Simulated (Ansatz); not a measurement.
The system is GaAs.

```xyz
2
Lattice="-1.8808 1.8808 3.0259 1.8808 -1.8808 3.0259 1.8808 1.8808 -3.0259" Properties=species:S:1:pos:R:3 pbc="T T T"
Ga    0.0000    0.0000    0.0000
As    0.0000    0.0000    3.0259
```

The cell was built by a generator and needn't be a form met in nature.

| Item | Value |
| --- | --- |
| Program | Ansatz 0.2.0 |
| Task | relaxation of cell and atoms |
| Functional | PBE0 |
| Potentials or basis | Ansatz PAW |
| Cutoff | 420 eV (not typed: the program's choice for these potentials) |
| k mesh | 5 × 5 × 5 |
| Occupations | fermi-dirac, width 0.05 eV |
| Spin | no spin polarisation |

At the start: volume 21.41 Å³/atom.

How do energy, volume and symmetry change on relaxing?

It ends after 7 steps and the volume is 18.84 Å³/atom (-12.0 %); space group Fm-3m (No. 225, to 0.05 Å).

Step by step:
| step | energy change (eV) | largest force (eV/Å) | volume (Å³) |
| --- | --- | --- | --- |
| 1 | 0.0000 | 0.0000 | 42.81 |
| 2 | -0.1148 | 0.0000 | 39.51 |
| 3 | -0.1710 | 0.0000 | 37.29 |
| 4 | -0.1900 | 0.0000 | 38.09 |
| 5 | -0.1915 | 0.0000 | 37.68 |
| 6 | -0.1915 | 0.0000 | 37.69 |
| 7 | -0.1892 | 0.0000 | 37.69 |

Final structure:
```
Ga As
1.0
    -1.87688    1.87688    2.67456
     1.87688   -1.87688    2.67456
     1.87688    1.87688   -2.67456
Ga As
1 1
Direct
  0.00000 0.00000 0.00000
  0.50000 0.50000 0.00000
```

Caveat: the k mesh is coarse (spacing up to 0.47 Å⁻¹), so the values aren't converged, least of all with exact exchange; the plane-wave basis is chosen anew once the cell has moved, so the energies of steps on either side of that aren't comparable; the PAW data sets come from PBE, with cores solved anew for the run's functional, which leaves a small shift of forces and pressure.
